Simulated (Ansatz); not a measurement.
TiNi:

```
Ni Ti
1.0
     2.98807    0.00000    0.00000
     0.00000    2.98807    0.00000
     0.00000    0.00000    2.98807
Ni Ti
1 1
Cartesian
  0.0000 0.0000 0.0000
  1.4940 1.4940 1.4940
```

The cell comes from a database or a generator and needn't be the stable form of this composition.

| Item | Value |
| --- | --- |
| Program | Ansatz 0.2.0 |
| Task | relaxation of cell and atoms |
| Functional | PBE |
| Dispersion | D3(BJ) |
| Potentials or basis | Ansatz PAW |
| Cutoff | 420 eV (not typed: the program's choice for these potentials) |
| k mesh | 9 × 9 × 9 |
| Occupations | fermi-dirac, width 0.05 eV |
| Spin | collinear spin, ferromagnetic start |
| Starting moments | [1.0, 1.0] μB |

At the start: volume 13.34 Å³/atom.

How do energy, volume and symmetry change on relaxing?

It ends after 4 steps and the volume is 13.09 Å³/atom (-1.9 %); space group Pm-3m (No. 221, to 0.05 Å); moment 0.00 μB per cell.

The path:
```csv
step,energy change (eV),largest force (eV/Å),volume (Å³)
1,0.0000,0.0000,26.68
2,-0.0050,0.0000,26.20
3,-0.0050,0.0000,26.18
4,-0.0049,0.0000,26.18
```

Final structure:
```cif
data_structure
_symmetry_space_group_name_H-M 'P 1'
_symmetry_Int_Tables_number 1
_cell_length_a 2.9694
_cell_length_b 2.9694
_cell_length_c 2.9694
_cell_angle_alpha 90.000
_cell_angle_beta 90.000
_cell_angle_gamma 90.000
_cell_volume 26.18
loop_
_atom_site_label
_atom_site_type_symbol
_atom_site_fract_x
_atom_site_fract_y
_atom_site_fract_z
_atom_site_occupancy
Ni1 Ni 0.00000 0.00000 0.00000 1
Ti1 Ti 0.50000 0.50000 0.50000 1
```

Caveat: the plane-wave basis is chosen anew once the cell has moved, so the energies of steps on either side of that aren't comparable; the starting moments weren't kept.
